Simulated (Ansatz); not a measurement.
Ansatz input file:

```yaml
crystal:
  lattice:
    - [0.0, 3.2719845, 3.2719845]
    - [3.2719845, 0.0, 3.2719845]
    - [3.2719845, 3.2719845, 0.0]
  atoms:
    - { symbol: Cd, position: [0.0, 0.0, 0.0] }
    - { symbol: Te, position: [0.75, 0.75, 0.75] }
basis:
  ecutwfc: 500
kpoints:
  mp_grid: { grid: [8, 8, 8] }
hamiltonian:
  xc: r2scan
scf:
  occupations: { method: gaussian, width: 0.02 }
output:
  forces: true
  stress: true
  eigenvalues: true
  write_density: true
  write_potential: true
  elf: true
  volumetric_format: npy
```

Command:
```bash
ansatz run input.yaml --threads 1 --pin off --max-ram 1331MiB --backend cpu --events-out ev --progress --plain --runs-dir out
```

Level of theory: DFT r2SCAN, scalar-relativistic, plane waves, PAW in Ansatz 0.2.0.

Abridged output (final results; tables in files aren't shown):

```
SCF 1 converged in 6 iterations: F = -15264.139901 eV  dr2 = 7.69e-9
SCF converged after 6 iterations
Free energy (F): -15264.139901 eV
Harris-Foulkes:  -15264.139901 eV  (|F-HF|=5.68e-9)
Internal energy: -15264.139901 eV  (E = F + TS)
E sigma→0 (E₀):  -15264.139901 eV
Fermi energy:    7.396146 eV
--- Per-component energies (eV) ---
  E_band       = -839.166212
  E_kinetic    = 685.371939
  E_local      = -5484.720861  (includes V_loc(G=0)·N_el)
  E_nonlocal   = -275.685766
  E_hartree    = 2761.235444
  E_xc         = -283.290050
  E_vxc        = -357.377768  (∫ρ·V_xc dr)
  E_paw        = -8792.987428  (= ΣΔE_a)
  E_vpaw       = -953.450028  (= ΣTr[D̂ρ^β])
  E_aug_tail   = -0.000033  (compensation charges beyond the density's cutoff)
  E_vtau       = 24.225683  (kinetic-family band-sum trace: ∫τ·v_τ [+ j·A + Jᵃ·Aᵃ] dr)
  E_ewald      = -3873.783231
  E_core_change = -0.279915  (= ΣΔE_core)
  E_smearing   =  0.000000  (= −TS)
--- Forces (eV/Å), atoms counted from 1 ---
  atom   1  Cd     0.00000000     0.00000000     0.00000000
  atom   2  Te     0.00000000     0.00000000     0.00000000
--- Stress (GPa, compression-positive) ---
        0.256337       0.000000       0.000000
        0.000000       0.256337       0.000000
        0.000000       0.000000       0.256337
  P = ⅓ Tr σ = 0.2563 GPa (2.563 kbar)
--- Band table (eV; the first three rows and the last of 29) ---
  k-point 0: bands = ["-98.0708", "-58.2229", "-58.2229", "-58.2229", "-29.9013", "-29.9013", "-29.9013", "-29.8910", "-29.8910", "-4.5479", "-1.6935", "-1.6935", "-1.6935", "-1.4361", "-1.4361", "6.8032", "6.8032", "6.8032", "7.9887", "11.8766", "11.8766", "11.8766"]
  k-point 1: bands = ["-98.0708", "-58.2229", "-58.2229", "-58.2229", "-29.9013", "-29.9012", "-29.9012", "-29.8910", "-29.8910", "-4.4917", "-1.6827", "-1.6827", "-1.6449", "-1.4368", "-1.4368", "5.6786", "6.6735", "6.6735", "8.7955", "11.8138", "12.0848", "12.0848"]
  k-point 2: bands = ["-98.0708", "-58.2229", "-58.2229", "-58.2229", "-29.9013", "-29.9011", "-29.9011", "-29.8909", "-29.8909", "-4.3561", "-1.6587", "-1.6587", "-1.4862", "-1.4362", "-1.4362", "4.1774", "6.3951", "6.3951", "9.1782", "12.4124", "12.4124", "12.5302"]
  k-point 28: bands = ["-98.0707", "-58.2229", "-58.2229", "-58.2229", "-29.9013", "-29.9012", "-29.9007", "-29.8910", "-29.8907", "-4.0568", "-1.5726", "-1.5666", "-1.4634", "-1.4350", "-0.8635", "2.7432", "4.5403", "4.6902", "11.3736", "11.7583", "12.8696", "13.5311"]
```

The calculation finished and met its thresholds.